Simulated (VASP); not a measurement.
# Nb (I4/mmm) in VASP: further runs

Runs on Nb. Level: LDA. Tasks: single point.

Program: VASP 6.6.1. These are calculated values, not measurements. Logs are shortened: lines on timing, memory, paths and dates and some standing lists are left out, and cuts for length are marked.

**1. The cell of the first run**

The structure is tetragonal, space group I4/mmm (No. 139). The conventional cell has a = 3.328 Å, b = 3.328 Å, c = 3.577 Å, α = 90.00°, β = 90.00°, γ = 90.00°. Nb (site symmetry 4/mmm) has 12 Nb at 2.96 to 3.33 Å as nearest neighbours.

This isn't the form of Nb at room conditions, which is bcc.

**2. Single point, LDA (strain +0.0750 x Voigt [0, 1, 0, 0, 0, 0], atoms carried along)**

INCAR

```
ALGO = Fast ; EDIFF = 1E-7
ENCUT = 520 ; GGA = CA
ISIF = 2 ; ISMEAR = 0
LASPH = T ; LCHARG = T
LELF = T ; LREAL = F
LVHAR = T ; LWAVE = F
NBANDS = 12 ; NELM = 80
PREC = Accurate ; SIGMA = 0.15
```

KPOINTS

```
k-points
0
Gamma
  20 20 20
```

POSCAR

```
Nb
1.0
   -1.6639500000      1.7887462500      1.6639500000
    1.6639500000     -1.7887462500      1.6639500000
    1.6639500000      1.7887462500     -1.6639500000
Nb
1
Direct
    0.0000000000      0.0000000000      0.0000000000
```

Potentials or basis: VASP PAW LDA potentials, release 64 (Nb_sv).

Launch:

```console
cat potpaw_LDA.64/Nb_sv/POTCAR > POTCAR
mpirun -np 1 vasp_std > vasp.out
```

OUTCAR:

```text
EDIFF = 1E-7
   ENCUT = 520
   GGA = CA
   ISIF = 2
   ISMEAR = 0
   LASPH = T
   LREAL = F
   NELM = 80
   PREC = Accurate

 ion  position               nearest neighbor table
   1  0.000  0.000  0.000-

  LATTYP: Found a body centered tetragonal cell.
 ALAT       =     3.3279000000
 C/A-ratio  =     1.0750000000

  Lattice vectors:

 A1 = (  -1.6639500000,  -1.7887462500,   1.6639500000)
 A2 = (   1.6639500000,  -1.7887462500,  -1.6639500000)
 A3 = (   1.6639500000,   1.7887462500,   1.6639500000)

Analysis of symmetry for initial positions (statically):
=====================================================================
 Subroutine PRICEL returns:
 Original cell was already a primitive cell.

 Routine SETGRP: Setting up the symmetry group for a
 body centered tetragonal supercell.

 Subroutine GETGRP returns: Found 16 space group operations
 (whereof 16 operations were pure point group operations)
 out of a pool of 16 trial point group operations.

The static configuration has the point symmetry D_4h.

Analysis of symmetry for dynamics (positions and initial velocities):
=====================================================================
 Subroutine PRICEL returns:
 Original cell was already a primitive cell.

 Routine SETGRP: Setting up the symmetry group for a
 body centered tetragonal supercell.

 Subroutine GETGRP returns: Found 16 space group operations
 (whereof 16 operations were pure point group operations)
 out of a pool of 16 trial point group operations.

The dynamic configuration has the point symmetry D_4h.

 Subroutine INISYM returns: Found 16 space group operations
 (whereof 16 operations are pure point group operations),
 and found     1 'primitive' translations

----------------------------------------------------------------------------------------

                                     Primitive cell

  volume of cell :      19.8102

  direct lattice vectors                    reciprocal lattice vectors
    -1.663950000  1.788746250  1.663950000     0.000000000  0.279525394  0.300489798
     1.663950000 -1.788746250  1.663950000     0.300489798  0.000000000  0.300489798
     1.663950000  1.788746250 -1.663950000     0.300489798  0.279525394  0.000000000

  length of vectors
     2.955853912  2.955853912  2.955853912     0.410400493  0.424956748  0.410400493

  position of ions in fractional coordinates (direct lattice)
     0.000000000  0.000000000  0.000000000

  ion indices of the primitive-cell ions
   primitive index   ion index
                 1           1

----------------------------------------------------------------------------------------

 KPOINTS: k-points

Automatic generation of k-mesh.
 Grid dimensions read from file:
 generate k-points for:   20   20   20

 Generating k-lattice:

  Cartesian coordinates                     Fractional coordinates (reciprocal lattice)
     0.000000000  0.013976270  0.015024490     0.050000000  0.000000000  0.000000000
     0.015024490  0.000000000  0.015024490     0.000000000  0.050000000  0.000000000
     0.015024490  0.013976270  0.000000000     0.000000000  0.000000000  0.050000000

  Length of vectors
     0.020520025  0.021247837  0.020520025

  Shift w.r.t. Gamma in fractional coordinates (k-lattice)
     0.000000000  0.000000000  0.000000000

 Subroutine IBZKPT returns following result:
 ===========================================

 Found    641 irreducible k-points:

 Following reciprocal coordinates:
            Coordinates               Weight
  0.000000  0.000000  0.000000      1.000000
  0.050000  0.000000 -0.000000      8.000000
  0.100000  0.000000 -0.000000      8.000000
  0.150000  0.000000  0.000000      8.000000
  0.200000  0.000000 -0.000000      8.000000
  0.250000  0.000000 -0.000000      8.000000
[... 16 lines left out ...]
 -0.450000  0.050000 -0.000000     16.000000
 -0.400000  0.050000  0.000000     16.000000
 [... further k-points ...]
   k-points           NKPTS =    641   k-points in BZ     NKDIM =    641   number of bands    NBANDS=     12
   number of dos      NEDOS =    301   number of ions     NIONS =      1
   total plane-waves  NPLWV =  13824
   dimension x,y,z NGX =    24 NGY =   24 NGZ =   24
   dimension x,y,z NGXF=    48 NGYF=   48 NGZF=   48
   ions per type =               1
   NGX,Y,Z   is equivalent  to a cutoff of  13.50, 13.50, 13.50 a.u.
   NGXF,Y,Z  is equivalent  to a cutoff of  27.00, 27.00, 27.00 a.u.
 SYSTEM =  unknown system
   PREC   = accura    normal or accurate (medium, high low for compatibility)
   ISTART =      0    job   : 0-new  1-cont  2-samecut
   ICHARG =      2    charge: 1-file 2-atom 10-const
   ISPIN  =      1    spin polarized calculation?
   LNONCOLLINEAR =      F non collinear calculations
   LSORBIT =      F    spin-orbit coupling
   LASPH  =      T    aspherical Exc in radial PAW
   ENCUT  =  520.0 eV  38.22 Ry    6.18 a.u.   5.50  5.50  5.50*2*pi/ulx,y,z
   NELM   =     80;   NELMIN=  2; NELMDL= -5     # of ELM steps
   EDIFF  = 0.1E-06   stopping-criterion for ELM
   LREAL  =      F    real-space projection
   EDIFFG = 0.1E-05   stopping-criterion for IOM
   NSW    =      0    number of steps for IOM
   IBRION =     -1    ionic relax: 0-MD 1-quasi-New 2-CG
   NFREE  =      0    steps in history (QN), initial steepest desc. (CG)
   ISIF   =      2    stress and relaxation
   ISYM   =      2    0-nonsym 1-usesym 2-fastsym
   POTIM  = 0.5000    time-step for ionic-motion
   TEBEG  =    0.0;   TEEND  =   0.0 temperature during run
   PSTRESS=    0.0 pullay stress
   NELECT =      13.0000    total number of electrons
   NUPDOWN=      -1.0000    fix difference up-down
   EMIN   =  10.00;   EMAX   =-10.00  energy-range for DOS
   EFERMI =   0.00;   METHOD = LEGACY
   ISMEAR =     0;   SIGMA  =   0.15  broadening in eV -4-tet -1-fermi 0-gaus
   EFERMI_NEDOS =   21; number of points for ismear=-14 and -15
   IALGO  =     68    algorithm
   IMIX   =      4    mixing-type and parameters
     AMIX     =   0.40;   BMIX     =  1.00
     AMIX_MAG =   1.60;   BMIX_MAG =  1.00
  volume/ion in A,a.u.               =      19.81       133.69
  Fermi-wavevector in a.u.,A,eV,Ry     =   1.422633  2.688386 27.536620  2.023884
  Thomas-Fermi vector in A             =   2.543316
   LORBIT       =      0    0 simple, 1 ext, 2 COOP (PROOUT), +10 PAW based schemes
   GGA     = CA    functional components
   LHFCALC =     F    Hartree Fock is set to
   AEXX    =    0.0000 exact exchange contribution
   IVDW    =     0    specifies the selected vdW correction
   LEPSILON=     F    determine dielectric tensor
   LRPA    =     F    only Hartree local field effects (RPA)
 non-spin polarized calculation
 RMM-DIIS sequential band-by-band and
 Gauss-broadening in eV      SIGMA  =   0.15
  energy-cutoff  :      520.00
  volume of cell :       19.81
 maximum number of plane-waves:       551
 NGX is ok and might be reduce to    24
   NGX = 11   NGY = 11   NGZ = 11

 number of electron      13.0000000 magnetization

 Free energy of the ion-electron system (eV)
  ---------------------------------------------------
  ext. energy  EPLUGINS =         0.00000000
  ---------------------------------------------------
  free energy    TOTEN  =       -11.04611879 eV

  energy without entropy =      -11.02651570  energy(sigma->0) =      -11.03631724

 E-fermi :   9.7254     XC(G=0): -12.2328

 val. band max:        9.7239330500   @ k =   0.1500   0.0500   0.0000
 cond. band min:       9.7279443634   @ k =  -0.4500   0.1000   0.0500
 fundamental gap:      0.0040113134
 Fermi energy:         9.7253814403

 k-point     1 :       0.0000    0.0000    0.0000
  band No.  band energies     occupation
      1     -44.4916      2.00000
      2     -20.1195      2.00000
      3     -20.1191      2.00000
      4     -20.1191      2.00000
      5       3.9804      2.00000
      6       9.8817      0.14062
      7       9.8817      0.14062
      8      10.5521      0.00000
      9      12.1674      0.00000
     10      13.0390      0.00000
     11      22.9777      0.00000
     12      24.1116      0.00000

 k-point     2 :       0.0500    0.0000   -0.0000
  band No.  band energies     occupation
      1     -44.4876      2.00000
      2     -20.1460      2.00000
      3     -20.1267      2.00000
      4     -20.1193      2.00000
      5       4.0719      2.00000
      6       9.8742      0.16058
      7       9.9016      0.09665
      8      10.5654      0.00000
      9      12.1160      0.00000
     10      13.0050      0.00000
     11      23.1320      0.00000
     12      24.2489      0.00000

 k-point     3 :       0.1000    0.0000   -0.0000
  band No.  band energies     occupation
      1     -44.4759      2.00000
      2     -20.2231      2.00000
      3     -20.1486      2.00000
      4     -20.1192      2.00000
      5       4.3380      2.00000
      6       9.8391      0.28354
      7       9.8902      0.12021
      8      10.6832      0.00000
      9      11.9896      0.00000
     10      12.9305      0.00000
     11      23.5102      0.00000
     12      24.5185      0.00000
[... 286 lines left out ...]
 k-point    23 :      -0.4500    0.0500   -0.0000
  band No.  band energies     occupation
      1     -44.3327      2.00000
      2     -21.0832      2.00000
      3     -20.4126      2.00000
      4     -20.1276      2.00000
      5       6.4610      2.00000
      6       8.6491      2.00000
      7      10.8080      0.00000
      8      12.1446      0.00000
      9      13.2613      0.00000
     10      14.9462      0.00000
     11      20.6296      0.00000
     12      21.6914      0.00000

 k-point    24 :      -0.4000    0.0500    0.0000
  band No.  band energies     occupation
      1     -44.3483      2.00000
      2     -20.9948      2.00000
      3     -20.3846      2.00000
      4     -20.1265      2.00000
      5       6.4646      2.00000
      6       8.7768      2.00000
      7      10.2168      0.00000
      8      12.1620      0.00000
      9      13.0610      0.00000
     10      14.2864      0.00000
     11      21.3301      0.00000
     12      22.3793      0.00000

 [... further k-points ...]

------------------------ aborting loop because EDIFF is reached ----------------------------------------

  FORCE on cell =-STRESS in cart. coord.  units (eV):
  Direction    XX          YY          ZZ          XY          YZ          ZX
  --------------------------------------------------------------------------------------
  -------------------------------------------------------------------------------------
  Total       -2.3154941     -3.1186122     -2.3154941      0.0000000      0.0000000      0.0000000
  in kB     -187.2686107   -252.2218388   -187.2686107      0.0000000      0.0000000      0.0000000
  external PRESSURE =    -208.9196867 kB  Pullay stress =       0.0000000 kB

 VOLUME and BASIS-vectors are now :
 -----------------------------------------------------------------------------
  energy-cutoff  :      520.00
  volume of cell :       19.81
      direct lattice vectors                 reciprocal lattice vectors
    -1.663950000  1.788746250  1.663950000     0.000000000  0.279525394  0.300489798
     1.663950000 -1.788746250  1.663950000     0.300489798  0.000000000  0.300489798
     1.663950000  1.788746250 -1.663950000     0.300489798  0.279525394  0.000000000

 POSITION                                       TOTAL-FORCE (eV/Angst)
 -----------------------------------------------------------------------------------
      0.00000      0.00000      0.00000        -0.000000     -0.000000      0.000000
 -----------------------------------------------------------------------------------
    total drift:                                0.000000      0.000000      0.000000

  FREE ENERGIE OF THE ION-ELECTRON SYSTEM (eV)
  ---------------------------------------------------
  free  energy   TOTEN  =       -11.0461187940 eV

  energy  without entropy=      -11.0265156952  energy(sigma->0) =      -11.03631724
```

It took 6 min on 1 thread of Intel Xeon Platinum 8488C (Sapphire Rapids), shared host; peak memory 0.25 GiB.

What came out:

```
Free energy            : -11.0461 eV
Pressure               : -20.9 GPa
Band gap on the k mesh : none (metal or under the smearing width)
```

Levels at points of the mesh, in eV from the Fermi level:
```
           k point  band 4  band 5  band 6  band 7  band 8  band 9
(0.00, 0.00, 0.00)  -29.84   -5.74    0.16    0.16    0.83    2.44
(0.50, 0.00, 0.00)  -29.84   -3.36   -1.16    1.78    2.38    3.62
(0.00, 0.50, 0.00)  -29.90   -3.40   -1.90    2.24    3.50    3.83
(0.50, 0.50, 0.50)  -30.50   -3.32   -3.15    4.82    5.05    5.05
```

Caveat: so large a pressure means that the cell lies far from this level's equilibrium, or that cutoff or potentials fall short.

**3. Single point, LDA (strain +0.1500 x Voigt [0, 1, 0, 0, 0, 0], atoms carried along)**

INCAR

```
  PREC = Accurate
  ENCUT = 520
  EDIFF = 1E-7
  ISMEAR = 0
  SIGMA = 0.15
  LREAL = F
  LASPH = T
  NELM = 100
  ALGO = Fast
  ISIF = 2
  LWAVE = F
  LCHARG = T
  LELF = T
  LVHAR = T
  NBANDS = 12
```

KPOINTS

```
Automatic mesh
0
Gamma
  20 20 20
```

POSCAR

```
Nb
1.0
   -1.6639500000      1.9135425000      1.6639500000
    1.6639500000     -1.9135425000      1.6639500000
    1.6639500000      1.9135425000     -1.6639500000
Nb
1
Direct
    0.0000000000      0.0000000000      0.0000000000
```

Potentials or basis: VASP PAW LDA potentials, release 64 (Nb_sv).

Launch:

```console
cat potpaw_LDA.64/Nb_sv/POTCAR > POTCAR
mpirun -np 1 vasp_std > vasp.out
```

Run time: 5 min. Hardware: 1 thread of Intel Xeon Platinum 8488C (Sapphire Rapids), shared host; peak memory 0.26 GiB.

It converged, with:

```yaml
Free_energy: -10.7927 eV
Pressure: -26.2 GPa
Band_gap_on_the_k_mesh: none (metal or under the smearing width)
```

Stress tensor (GPa, compression positive):
```
-22.85   0.00   0.00
  0.00 -33.01   0.00
  0.00   0.00 -22.85
```

Levels at points of the mesh, in eV from the Fermi level:
| k point | band 2 | band 3 | band 4 | band 5 | band 6 | band 7 | band 8 | band 9 | band 10 | band 11 |
| --- | --- | --- | --- | --- | --- | --- | --- | --- | --- | --- |
| (0.00, 0.00, 0.00) | -30.12 | -30.12 | -30.12 | -5.64 | 0.04 | 0.04 | 1.16 | 1.78 | 3.16 | 12.54 |
| (0.50, 0.00, 0.00) | -30.94 | -30.34 | -30.13 | -3.18 | -0.81 | 1.40 | 1.60 | 3.48 | 4.84 | 9.32 |
| (0.00, 0.50, 0.00) | -30.91 | -30.43 | -30.20 | -3.22 | -2.08 | 2.22 | 3.57 | 3.73 | 5.17 | 10.35 |
| (0.50, 0.50, 0.50) | -30.82 | -30.60 | -30.60 | -3.12 | -2.81 | 4.26 | 4.63 | 4.63 | 5.73 | 8.82 |

Caveat: so large a pressure means that the cell lies far from this level's equilibrium, or that cutoff or potentials fall short.

**4. Single point, LDA (strain +0.1125 x Voigt [0, 1, 0, 0, 0, 0], atoms carried along)**

INCAR

```
SYSTEM = Nb
PREC     = Accurate       ! precision mode
ENCUT    = 520            ! plane-wave cutoff, eV
EDIFF    = 1E-6           ! SCF threshold, eV
ISMEAR   = 0              ! smearing method
SIGMA    = 0.15           ! smearing width, eV
LREAL    = .FALSE.        ! projectors in reciprocal space
LASPH    = .TRUE.         ! aspherical terms in the spheres
NELM     = 100            ! most SCF steps
ALGO     = Fast           ! electronic algorithm
ISIF     = 2              ! what is computed and relaxed
LWAVE    = .FALSE.        ! write WAVECAR
LCHARG   = .TRUE.         ! write CHGCAR
LELF     = .TRUE.         ! ELF
LVHAR    = .TRUE.       
NBANDS   = 12             ! bands
```

KPOINTS

```
regular mesh
0
G
  20 20 20
  0 0 0
```

POSCAR

```
Nb
1.0
   -1.6639500000      1.8511443750      1.6639500000
    1.6639500000     -1.8511443750      1.6639500000
    1.6639500000      1.8511443750     -1.6639500000
Nb
1
Direct
    0.0000000000      0.0000000000      0.0000000000
```

Launch:

```console
cat potpaw_LDA.64/Nb_sv/POTCAR > POTCAR
mpirun -np 1 vasp_std > vasp.out
```

Wall time 3.7 min (1 thread of Intel Xeon Platinum 8488C (Sapphire Rapids), shared host); peak memory 0.25 GiB.

Results (log left out):

- Free energy: -10.9278 eV
- Pressure: -23.9 GPa
- Band gap on the k mesh: none (metal or under the smearing width)

Stress tensor (GPa, compression positive):
```
-21.00   0.00   0.00
  0.00 -29.66   0.00
  0.00   0.00 -21.00
```

Levels at points of the mesh, in eV from the Fermi level:
| k point | band 4 | band 5 | band 6 | band 7 | band 8 | band 9 |
| --- | --- | --- | --- | --- | --- | --- |
| (0.00, 0.00, 0.00) | -29.98 | -5.69 | 0.09 | 0.09 | 1.01 | 2.10 |
| (0.50, 0.00, 0.00) | -29.98 | -3.26 | -0.98 | 1.58 | 1.97 | 3.55 |
| (0.00, 0.50, 0.00) | -30.05 | -3.30 | -2.00 | 2.23 | 3.56 | 3.79 |
| (0.50, 0.50, 0.50) | -30.54 | -3.21 | -2.97 | 4.53 | 4.84 | 4.84 |

Caveat: so large a pressure means that the cell lies far from this level's equilibrium, or that cutoff or potentials fall short.

**5. Single point, LDA (strain -0.0750 x Voigt [0, 1, 0, 0, 0, 0], atoms carried along)**

INCAR

```
SYSTEM = Nb
PREC = Accurate
ENCUT = 520
EDIFF = 1E-6
ISMEAR = 0
SIGMA = 0.15
LREAL = .False.
LASPH = .True.
NELM = 100
ALGO = Fast
ISIF = 2
LWAVE = .False.
LCHARG = .False.
NBANDS = 12
```

KPOINTS

```
regular mesh
0
Gamma
  20 20 20
  0 0 0
```

POSCAR

```
Nb
1.0
   -1.6639500000      1.5391537500      1.6639500000
    1.6639500000     -1.5391537500      1.6639500000
    1.6639500000      1.5391537500     -1.6639500000
Nb
1
Direct
    0.0000000000      0.0000000000      0.0000000000
```

Launch:

```console
cat potpaw_LDA.64/Nb_sv/POTCAR > POTCAR
mpirun -np 1 vasp_std > vasp.out
```

Run time: 4.4 min. Hardware: 1 thread of Intel Xeon Platinum 8488C (Sapphire Rapids), shared host; peak memory 0.23 GiB.

The run converged. Its results:

```
Free energy            : -11.2399 eV
Pressure               : 1.2 GPa
Band gap on the k mesh : none (metal or under the smearing width)
```

Stress tensor (GPa, compression positive):
```
-1.74  0.00  0.00
 0.00  7.11  0.00
 0.00  0.00 -1.74
```

Levels at points of the mesh, in eV from the Fermi level:
```
           k point  band 3  band 4  band 5  band 6  band 7  band 8  band 9  band 10
(0.00, 0.00, 0.00)  -29.36  -29.35   -6.05   -0.30    0.67    0.67    2.65     3.98
(0.50, 0.00, 0.00)  -29.89  -29.43   -4.03   -2.18    2.84    3.44    4.81     6.82
(0.00, 0.50, 0.00)  -29.78  -29.32   -3.92   -1.17    2.21    2.59    3.77     6.68
(0.50, 0.50, 0.50)  -30.54  -30.28   -4.20   -3.99    5.89    5.89    6.20     8.92
```

**6. The runs side by side**

| cell | further INCAR settings | gap on the mesh (eV) | pressure (GPa) |
| --- | --- | --- | --- |
| strain +0.0750 x Voigt [0, 1, 0, 0, 0, 0], atoms carried along | ALGO = Fast; EDIFF = 1e-07; NBANDS = 12 | none | -20.9 |
| strain +0.1500 x Voigt [0, 1, 0, 0, 0, 0], atoms carried along | ALGO = Fast; EDIFF = 1e-07; NBANDS = 12 | none | -26.2 |
| strain +0.1125 x Voigt [0, 1, 0, 0, 0, 0], atoms carried along | ALGO = Fast; EDIFF = 1e-06; NBANDS = 12 | none | -23.9 |
| strain -0.0750 x Voigt [0, 1, 0, 0, 0, 0], atoms carried along | ALGO = Fast; EDIFF = 1e-06; NBANDS = 12 | none | 1.2 |

Alike in all rows: task single point; level LDA; potentials or basis VASP PAW LDA potentials, release 64 (Nb_sv); no spin polarisation; k mesh 20 × 20 × 20; cutoff (eV) 520; smearing gaussian 0.15 eV.

Caveats: so large a pressure means that the cell lies far from this level's equilibrium, or that cutoff or potentials fall short (some runs).

Absolute energies hang on the potentials; compare differences alone.
